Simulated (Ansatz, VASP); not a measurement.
# Sb: VASP beside Ansatz

File INCAR:

```
SYSTEM = Sb
ALGO = Normal
EDIFF = 1E-8
ENCUT = 520
GGA = PS
ISIF = 2
ISMEAR = -1
LASPH = .TRUE.
LCHARG = .FALSE.
LEFG = .TRUE.
LREAL = .FALSE.
LWAVE = .FALSE.
NBANDS = 8
NELM = 100
PREC = Accurate
SIGMA = 0.05
```

KPOINTS

```
k-points
0
G
  13 13 13
  0 0 0
```

The input POSCAR:

```
Sb
1.0
    3.1387913073      0.0000000000      0.0000000000
    0.0000000000      3.1387913073      0.0000000000
    0.0000000000      0.0000000000      3.1387913073
Sb
1
Direct
    0.0000000000      0.0000000000      0.0000000000
```

Input for Ansatz:

```yaml
crystal:
  lattice:
    - [3.1387913073, 0.0, 0.0]
    - [0.0, 3.1387913073, 0.0]
    - [0.0, 0.0, 3.1387913073]
  atoms:
    - { symbol: Sb, position: [0.0, 0.0, 0.0] }
kpoints:
  mp_grid: { grid: [13, 13, 13] }
scf:
  occupations: { method: fermi_dirac, width: 0.05 }
hamiltonian:
  xc: pbesol
  pseudopotentials: { kind: all_electron, datasets: crystal }
output:
  forces: true
  stress: true
  eigenvalues: true
  efg: { contact_densities: true }
```

Change from the starting cell: volume scaled by 0.98, crystal datasets.

Alike in both runs: task electric field gradients; functional PBEsol; k mesh 13 × 13 × 13; occupations fermi-dirac, width 0.05 eV; no spin polarisation.

```csv
,VASP,Ansatz
version,VASP 6.6.1,Ansatz 0.2.0
potentials or method,"VASP PAW PBE potentials, release 64 (Sb)","all-electron PAW with datasets made for the crystal, scalar-relativistic"
plane-wave cutoff (eV),520,see its input
```

Ansatz gave:

```
pressure (GPa)                                                 : -4.1
Vzz of the field gradient on the site that differs most (V/Å²) : 0.0
```

**Question.** Estimate VASP's values.

**Answer.** Pressure (GPa): -4.0; Vzz of the field gradient on the site that differs most (V/Å²): 0.0.

Ansatz ran all-electron here, so the differences hold the error of VASP's frozen core and of both bases. Ansatz warned: «gradients_without_spin_orbit».

Caveats: the PAW data sets were made with another functional, which shifts forces and pressure a little (VASP). The runs have no spin-orbit coupling, so splittings on Sb are missing.
